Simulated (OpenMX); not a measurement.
Runs of OpenMX 3.8.5 on W. It takes space group Im-3m (No. 229, cubic). The conventional cell has a = 3.165 Å, b = 3.165 Å, c = 3.165 Å, α = 90.00°, β = 90.00°, γ = 90.00°. W (site symmetry m-3m) has 8 W at 2.74 Å as nearest neighbours. 

```tsv
task	level	potentials or basis	spin	k mesh	SCF threshold	grid points, held for all volumes	max SCF cycles	pressure (GPa)	V0 of scaled cells (Å³/atom)	B0 (GPa)
equation of state	PBE	OpenMX 2013 PBE set, W7.0-s3p2d2, fixed grid of 27 × 27 × 27 points	off	13 × 13 × 13	1e-08 Ha	27 × 27 × 27	-	-	(b)	304
band structure	PBE	OpenMX 2013 PBE set, W7.0-s3p2d2, grid cutoff 400 Ry	off	13 × 13 × 13	1e-08 Ha	-	100	10.2	-	-
band structure	PBE	OpenMX 2013 PBE set, W7.0-s3p2d2f1, grid cutoff 400 Ry	off	13 × 13 × 13	1e-08 Ha	-	100	(a)	-	-
equation of state	LDA	OpenMX 2013 LDA set, W7.0-s3p2d2f1, fixed grid of 27 × 27 × 27 points	off	13 × 13 × 13	1e-08 Ha	27 × 27 × 27	-	-	15.38	341
band structure	LDA	OpenMX 2013 LDA set, W7.0-s3p2d2f1, grid cutoff 400 Ry	off	13 × 13 × 13	1e-08 Ha	-	100	-9.5	-	-
```

Alike in all rows: cell as given; smearing fermi-dirac 0.05 eV.

**Question.** Fill in the values left out.

**Answer.** (a) 6.2; (b) 16.35.

Caveats: the basis of atomic orbitals isn't converged, which shifts pressures, moduli and gaps; volumes in these bases differ from converged ones by about 1 %, for some elements by several (some runs).
